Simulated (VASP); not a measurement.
# Mg in VASP: further runs

One slab, Mg, is run at these levels: PBEsol, PBE+D3(BJ), HSE03+D4; tasks: relaxation of the atoms, single point.

Everything below comes from runs of VASP 6.6.1. Logs are shortened: lines on timing, memory, paths and dates and some standing lists are left out, and cuts for length are marked.

## (1) The cell of the first run

The cell holds a slab with vacuum, 4 atoms: a = 3.185 Å, b = 3.185 Å, c = 22.700 Å, α = 90.00°, β = 90.00°, γ = 120.00°.

The slab is cut from a database's or a generator's crystal, which needn't be the stable form of the element.

## (2) Relaxation of the atoms, PBEsol (the (0 0 1) slab of Mg, cut from the database cell, not relaxed)

INCAR reads:

```
PREC = Accurate
ENCUT = 520
EDIFF = 1E-7
ISMEAR = 0
SIGMA = 0.05
LREAL = F
LASPH = T
NELM = 60
ALGO = Normal
ISIF = 2
LWAVE = F
LCHARG = F
LDIPOL = T
IDIPOL = 3
DIPOL = 0.5 0.5 0.500
GGA = PS
IBRION = 2
NSW = 60
EDIFFG = -0.02
```

KPOINTS reads:

```
regular mesh
0
Gamma
  10 10 1
```

POSCAR reads:

```
Mg
1.0
    3.1853886285      0.0000000000      0.0000000000
   -1.5926943142      2.7586274731      0.0000000000
    0.0000000000      0.0000000000     22.6998773267
Mg
4
Selective dynamics
Direct
    0.6666666667      0.3333333333      0.3303982613  F F F
    0.3333333333      0.6666666667      0.4437577670  F F F
    0.6666666666      0.3333333333      0.5562422330  T T T
    0.3333333333      0.6666666667      0.6696017387  T T T
```

Potentials or basis: VASP PAW PBE potentials, release 64 (Mg).

Run with:

```
cat potpaw_PBE.64/Mg/POTCAR > POTCAR
mpirun -np 1 vasp_std > vasp.out
```

OUTCAR:

```text
PREC = Accurate
   ENCUT = 520
   EDIFF = 1E-7
   ISMEAR = 0
   LREAL = F
   LASPH = T
   NELM = 60
   ISIF = 2
   GGA = PS
   IBRION = 2
   NSW = 60
   EDIFFG = -0.02

 ion  position               nearest neighbor table
   1  0.667  0.333  0.330-   2 3.16   2 3.16   2 3.16
   2  0.333  0.667  0.444-   3 3.15   3 3.15   3 3.15   1 3.16   1 3.16   1 3.16
   3  0.667  0.333  0.556-   2 3.15   2 3.15   2 3.15   4 3.16   4 3.16   4 3.16
   4  0.333  0.667  0.670-   3 3.16   3 3.16   3 3.16

  LATTYP: Found a hexagonal cell.
 ALAT       =     3.1853886285
 C/A-ratio  =     7.1262505063

  Lattice vectors:

 A1 = (   3.1853886285,   0.0000000000,   0.0000000000)
 A2 = (  -1.5926943142,   2.7586274731,   0.0000000000)
 A3 = (   0.0000000000,   0.0000000000,  22.6998773267)

Analysis of symmetry for initial positions (statically):
=====================================================================
 Subroutine PRICEL returns:
 Original cell was already a primitive cell.

 Routine SETGRP: Setting up the symmetry group for a
 hexagonal supercell.

 Subroutine GETGRP returns: Found 12 space group operations
 (whereof 12 operations were pure point group operations)
 out of a pool of 24 trial point group operations.

The static configuration has the point symmetry D_3d.

Analysis of symmetry for dynamics (positions and initial velocities):
=====================================================================
 Subroutine PRICEL returns:
 Original cell was already a primitive cell.

 Routine SETGRP: Setting up the symmetry group for a
 hexagonal supercell.

 Subroutine GETGRP returns: Found 12 space group operations
 (whereof 12 operations were pure point group operations)
 out of a pool of 24 trial point group operations.

The dynamic configuration has the point symmetry D_3d.

Analysis of constrained symmetry for selective dynamics:
=====================================================================
 Subroutine PRICEL returns:
 Original cell was already a primitive cell.

 Routine SETGRP: Setting up the symmetry group for a
 hexagonal supercell.

 Subroutine GETGRP returns: Found  6 space group operations
 (whereof  6 operations were pure point group operations)
 out of a pool of 24 trial point group operations.

The constrained configuration has the point symmetry C_3v.

 Subroutine INISYM returns: Found  6 space group operations
 (whereof  6 operations are pure point group operations),
 and found     1 'primitive' translations

----------------------------------------------------------------------------------------

                                     Primitive cell

  volume of cell :     199.4706

  direct lattice vectors                    reciprocal lattice vectors
     3.185388629  0.000000000  0.000000000     0.313933437  0.181249554  0.000000000
    -1.592694314  2.758627473  0.000000000     0.000000000  0.362499109  0.000000000
     0.000000000  0.000000000 22.699877327     0.000000000  0.000000000  0.044053102

  length of vectors
     3.185388629  3.185388628 22.699877327     0.362499109  0.362499109  0.044053102

  position of ions in fractional coordinates (direct lattice)
     0.666666667  0.333333333  0.330398261
     0.333333333  0.666666667  0.443757767
     0.666666667  0.333333333  0.556242233
     0.333333333  0.666666667  0.669601739

  ion indices of the primitive-cell ions
   primitive index   ion index
                 1           1
                 2           2
                 3           3
                 4           4

----------------------------------------------------------------------------------------

 KPOINTS: regular mesh

Automatic generation of k-mesh.
 Grid dimensions read from file:
 generate k-points for:   10   10    1

 Generating k-lattice:

  Cartesian coordinates                     Fractional coordinates (reciprocal lattice)
     0.031393344  0.018124955  0.000000000     0.100000000 -0.000000000  0.000000000
     0.000000000  0.036249911  0.000000000     0.000000000  0.100000000  0.000000000
     0.000000000  0.000000000  0.044053102     0.000000000  0.000000000  1.000000000

  Length of vectors
     0.036249911  0.036249911  0.044053102

  Shift w.r.t. Gamma in fractional coordinates (k-lattice)
     0.000000000  0.000000000  0.000000000

 Subroutine IBZKPT returns following result:
 ===========================================

 Found     14 irreducible k-points:

 Following reciprocal coordinates:
            Coordinates               Weight
  0.000000  0.000000  0.000000      1.000000
  0.100000  0.000000  0.000000      6.000000
  0.200000  0.000000  0.000000      6.000000
  0.300000  0.000000  0.000000      6.000000
  0.400000  0.000000  0.000000      6.000000
  0.500000  0.000000  0.000000      3.000000
  0.100000  0.100000  0.000000      6.000000
  0.200000  0.100000  0.000000     12.000000
  0.300000  0.100000  0.000000     12.000000
  0.400000  0.100000  0.000000     12.000000
  0.200000  0.200000  0.000000      6.000000
  0.300000  0.200000  0.000000     12.000000
  0.400000  0.200000  0.000000      6.000000
  0.300000  0.300000  0.000000      6.000000
   k-points           NKPTS =     14   k-points in BZ     NKDIM =     14   number of bands    NBANDS=      8
   number of dos      NEDOS =    301   number of ions     NIONS =      4
   total plane-waves  NPLWV = 103680
   dimension x,y,z NGX =    24 NGY =   24 NGZ =  180
   dimension x,y,z NGXF=    48 NGYF=   48 NGZF=  360
   ions per type =               4
   NGX,Y,Z   is equivalent  to a cutoff of  12.53, 12.53, 13.18 a.u.
   NGXF,Y,Z  is equivalent  to a cutoff of  25.05, 25.05, 26.37 a.u.
 SYSTEM =  unknown system
   PREC   = accura    normal or accurate (medium, high low for compatibility)
   ISTART =      0    job   : 0-new  1-cont  2-samecut
   ICHARG =      2    charge: 1-file 2-atom 10-const
   ISPIN  =      1    spin polarized calculation?
   LNONCOLLINEAR =      F non collinear calculations
   LSORBIT =      F    spin-orbit coupling
   LASPH  =      T    aspherical Exc in radial PAW
   ENCUT  =  520.0 eV  38.22 Ry    6.18 a.u.   5.92  5.92 42.21*2*pi/ulx,y,z
   NELM   =     60;   NELMIN=  2; NELMDL= -5     # of ELM steps
   EDIFF  = 0.1E-06   stopping-criterion for ELM
   LREAL  =      F    real-space projection
   EDIFFG = -.2E-01   stopping-criterion for IOM
   NSW    =     60    number of steps for IOM
   IBRION =      2    ionic relax: 0-MD 1-quasi-New 2-CG
   NFREE  =      1    steps in history (QN), initial steepest desc. (CG)
   ISIF   =      2    stress and relaxation
   ISYM   =      2    0-nonsym 1-usesym 2-fastsym
   POTIM  = 0.5000    time-step for ionic-motion
   TEBEG  =    0.0;   TEEND  =   0.0 temperature during run
   PSTRESS=    0.0 pullay stress
   NELECT =       8.0000    total number of electrons
   NUPDOWN=      -1.0000    fix difference up-down
   EMIN   =  10.00;   EMAX   =-10.00  energy-range for DOS
   EFERMI =   0.00;   METHOD = LEGACY
   ISMEAR =     0;   SIGMA  =   0.05  broadening in eV -4-tet -1-fermi 0-gaus
   EFERMI_NEDOS =   21; number of points for ismear=-14 and -15
   IALGO  =     38    algorithm
   IMIX   =      4    mixing-type and parameters
     AMIX     =   0.40;   BMIX     =  1.00
     AMIX_MAG =   1.60;   BMIX_MAG =  1.00
  volume/ion in A,a.u.               =      49.87       336.52
  Fermi-wavevector in a.u.,A,eV,Ry     =   0.560375  1.058955  4.272498  0.314020
  Thomas-Fermi vector in A             =   1.596221
   LORBIT       =      0    0 simple, 1 ext, 2 COOP (PROOUT), +10 PAW based schemes
   GGA     = PS    functional components
   LHFCALC =     F    Hartree Fock is set to
   AEXX    =    0.0000 exact exchange contribution
   IVDW    =     0    specifies the selected vdW correction
   LEPSILON=     F    determine dielectric tensor
   LRPA    =     F    only Hartree local field effects (RPA)
 conjugate gradient relaxation of ions
 non-spin polarized calculation
 Gauss-broadening in eV      SIGMA  =   0.05
  energy-cutoff  :      520.00
  volume of cell :      199.47
 maximum number of plane-waves:      5406
 NGX is ok and might be reduce to    24
   NGX = 11   NGY = 11   NGZ = 85

--------------------------------------- Ionic step        1  -------------------------------------------

 number of electron       8.0000000 magnetization

 Free energy of the ion-electron system (eV)
  ---------------------------------------------------
  ext. energy  EPLUGINS =         0.00000000
  ---------------------------------------------------
  free energy    TOTEN  =        -6.22489706 eV

  energy without entropy =       -6.22032534  energy(sigma->0) =       -6.22261120

------------------------ aborting loop because EDIFF is reached ----------------------------------------

  FORCE on cell =-STRESS in cart. coord.  units (eV):
  Direction    XX          YY          ZZ          XY          YZ          ZX
  --------------------------------------------------------------------------------------
  -------------------------------------------------------------------------------------
  Total       -1.2798018     -1.2798018      0.8473597     -0.0000000     -0.0000000     -0.0000000
  in kB      -10.2795547    -10.2795547      6.8061164     -0.0000000     -0.0000000     -0.0000000
  external PRESSURE =      -4.5843310 kB  Pullay stress =       0.0000000 kB
[... 247 lines left out ...]
  FREE ENERGIE OF THE ION-ELECTRON SYSTEM (eV)
  ---------------------------------------------------
  free  energy   TOTEN  =        -6.2342810197 eV

  energy  without entropy=       -6.2299137636  energy(sigma->0) =       -6.23209739

 dipolmoment           0.000000      0.000000      0.001425 electrons x Angstroem

--------------------------------------- Ionic step        8  -------------------------------------------

 number of electron       8.0000000 magnetization

 dipolmoment           0.000000      0.000000     -0.000214 electrons x Angstroem

 Free energy of the ion-electron system (eV)
  ---------------------------------------------------
  ext. energy  EPLUGINS =         0.00000000
  ---------------------------------------------------
  free energy    TOTEN  =        -6.23525141 eV

  energy without entropy =       -6.23032634  energy(sigma->0) =       -6.23278887

 E-fermi :  -0.6102     XC(G=0):  -4.6781

 val. band max:       -0.9190892683   @ k =   0.4000   0.0000   0.0000
 cond. band min:      -0.5878705661   @ k =   0.4000   0.1000   0.0000
 fundamental gap:      0.3312187022
 Fermi energy:        -0.6102026850

 k-point     1 :       0.0000    0.0000    0.0000
  band No.  band energies     occupation
      1      -7.4402      2.00000
      2      -6.6679      2.00000
      3      -5.3517      2.00000
      4      -3.6219      2.00000
      5      -1.8629      2.00000
      6       0.3180      0.00000
      7       1.9882      0.00000
      8       3.0607      0.00000
[... 133 lines left out ...]
 k-point    14 :       0.3000    0.3000    0.0000
  band No.  band energies     occupation
      1      -2.2544      2.00000
      2      -1.5365      2.00000
      3      -0.4925      0.00087
      4      -0.4561      0.00001
      5      -0.3966      0.00000
      6       0.2362      0.00000
      7       0.6162      0.00000
      8       1.6518      0.00000

------------------------ aborting loop because EDIFF is reached ----------------------------------------

 vacuum level on the upper side and lower side of the slab       (xc-potential included)        -0.189        -0.156

  FORCE on cell =-STRESS in cart. coord.  units (eV):
  Direction    XX          YY          ZZ          XY          YZ          ZX
  --------------------------------------------------------------------------------------
  -------------------------------------------------------------------------------------
  Total       -1.4362241     -1.4362241      0.2131790     -0.0000000     -0.0000000     -0.0000000
  in kB      -11.5359614    -11.5359614      1.7122850     -0.0000000     -0.0000000     -0.0000000
  external PRESSURE =      -7.1198792 kB  Pullay stress =       0.0000000 kB

 VOLUME and BASIS-vectors are now :
 -----------------------------------------------------------------------------
  energy-cutoff  :      520.00
  volume of cell :      199.47
      direct lattice vectors                 reciprocal lattice vectors
     3.185388629  0.000000000  0.000000000     0.313933437  0.181249554  0.000000000
    -1.592694314  2.758627473  0.000000000     0.000000000  0.362499109  0.000000000
     0.000000000  0.000000000 22.699877327     0.000000000  0.000000000  0.044053102
[... 10 lines left out ...]
  FREE ENERGIE OF THE ION-ELECTRON SYSTEM (eV)
  ---------------------------------------------------
  free  energy   TOTEN  =        -6.2352514055 eV

  energy  without entropy=       -6.2303263403  energy(sigma->0) =       -6.23278887

 reached required accuracy - stopping structural energy minimisation

 vacuum level on the upper side and lower side of the slab         2.865         2.901
```

Run time: 3.7 min. Hardware: 1 thread of Intel Xeon Platinum 8375C at 2.90GHz (Ice Lake), shared host; peak memory 0.3 GiB.

What came out:

- Free energy: -6.2353 eV
- Energy gained by relaxing: 2.6 meV/atom
- Ionic steps: 8
- Band gap on the k mesh: none (metal or under the smearing width)

Step by step:
```
step  energy change (eV)  largest force (eV/Å)  pressure (GPa)
   1              0.0000                0.0852           -0.46
   2             -0.0006                0.0845           -0.46
   3             -0.0023                0.0824           -0.48
   4             -0.0052                0.0784           -0.52
   5             -0.0087                0.0725           -0.60
   6             -0.0072                0.1465           -0.74
   7             -0.0094                0.0788           -0.65
   8             -0.0104                0.0816           -0.71
```

Final structure:
```cif
data_structure
_symmetry_space_group_name_H-M 'P 1'
_symmetry_Int_Tables_number 1
_cell_length_a 3.1854
_cell_length_b 3.1854
_cell_length_c 22.6999
_cell_angle_alpha 90.000
_cell_angle_beta 90.000
_cell_angle_gamma 120.000
_cell_volume 199.47
loop_
_atom_site_label
_atom_site_type_symbol
_atom_site_fract_x
_atom_site_fract_y
_atom_site_fract_z
_atom_site_occupancy
Mg1 Mg 0.66667 0.33333 0.33040 1
Mg2 Mg 0.33333 0.66667 0.44376 1
Mg3 Mg 0.66667 0.33333 0.56094 1
Mg4 Mg 0.33333 0.66667 0.67653 1
```

Caveat: the PAW data sets were made with another functional, which shifts forces and pressure a little.

(Part 1 of 2 ends here.)
